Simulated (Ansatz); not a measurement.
Theory: DFT PBE, scalar-relativistic, plane waves, PAW in Ansatz. Settings: cutoff 420 eV, Γ-centred meshes spaced at most about 0.3 Å⁻¹, and about 0.25 Å⁻¹ or finer for metals (2π included), Gaussian smearing. No spin polarisation in the final relaxations.

Temperature and zero-point effects are left out.

Compare these two cells of SiN, each relaxed at this level.

A. Space group P6_3/mmc (No. 194), hexagonal, a = 3.059 Å, c = 6.983 Å. Around Si lie 3 N at 1.77 Å; N is surrounded by 3 Si at 1.77 Å.

B. Space group I4mm (No. 107), tetragonal, a = 2.946 Å, c = 4.604 Å. Si has 1 N at 1.88 Å and 4 N at 2.13 Å; N has 1 Si at 1.88 Å and 4 Si at 2.13 Å.

Question: Which is lower in energy, and by how much?

Answer: A is lower, by 27 meV/atom. A has the hexagonal BN type, space group P6_3/mmc (No. 194), 14.1 Å³/atom and no gap on its mesh; B has space group I4mm (No. 107), 10.0 Å³/atom and no gap. Counting N atoms around Si (those within 1.25 times the shortest such distance or 1.15 times the sum of covalent radii; a plus sign parts nearer from farther groups), A has Si 3 and B has Si 1+4. Even the lower one lies +0.34 eV/atom against the reference forms of the elements (uncorrected), so neither is stable at this level. Both come from invented guesses.

No dispersion correction is applied, so the spacing and binding between layers, chains or molecules are poorly described (P6_3/mmc), and this can change margins and order among such cells. In I4mm an odd number of electrons in the primitive cell allows no gap without spin; a larger cell or a magnetic state could open one. A magnetic state wasn't ruled out in cells without spin, among them P6_3/mmc. Cells relaxed within their symmetry can be saddle points.

The small 27 meV/atom difference separates two very different bonding compromises. The layered cell has three short Si–N bonds per silicon, while the denser one has more contacts, but four of its five are long and weak at 2.13 Å. Fewer strong bonds thus slightly outweigh more numerous stretched ones.

Both cells share an electron-count problem. With nitrogen as nitride, silicon keeps one valence electron beyond what Si(IV) would have, and the lattice parameters leave no Si–Si contact short enough to pair it in a normal bond. In the layered cell, which has one electron more per formula unit than BN, it probably enters π* states, consistent with the missing gap.

The positive energy against the elements therefore reflects these arrangements rather than weak Si–N bonding in general: Si₃N₄, with tetrahedral Si(IV), is a very stable compound. Since B is much more compact, moderate compression would probably reverse the order. The comparison doesn't establish the best structure for SiN, as frameworks with Si–Si bonds are absent from it.
